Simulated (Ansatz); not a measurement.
Runs of Ansatz 0.2.0 on Li2S. It takes space group Fm-3m (No. 225, cubic). The conventional cell has a = 5.689 Å, b = 5.689 Å, c = 5.689 Å, α = 90.00°, β = 90.00°, γ = 90.00°. Around S (site symmetry m-3m) lie 8 Li at 2.46 Å. Li (site symmetry -43m) is surrounded by 4 S at 2.46 Å. 

```tsv
screening (1/Å)	gap on the mesh (eV)	pressure (GPa)
0.2	4.36	-0.3
0.6	3.75	(a)
0.1	(b)	-0.4
0.4	3.97	-0.2
0.3	4.14	-0.2
```

Alike in all rows: task single point; level HSE06 form with a typed share of exact exchange; potentials or basis Ansatz PAW; no spin polarisation; cell as given; k mesh 4 × 4 × 4; cutoff (eV) 420; smearing fermi-dirac 0.05 eV; the mesh is coarse, so values aren't converged.

Task: Estimate the missing entries.

Result: (a) 0.0; (b) 4.66.

Caveats: all runs use coarse meshes; the PAW data sets come from PBE, with cores solved anew for the run's functional, which leaves a small shift of forces and pressure; the thresholds are loose for stress.

A k mesh can miss the band edges.
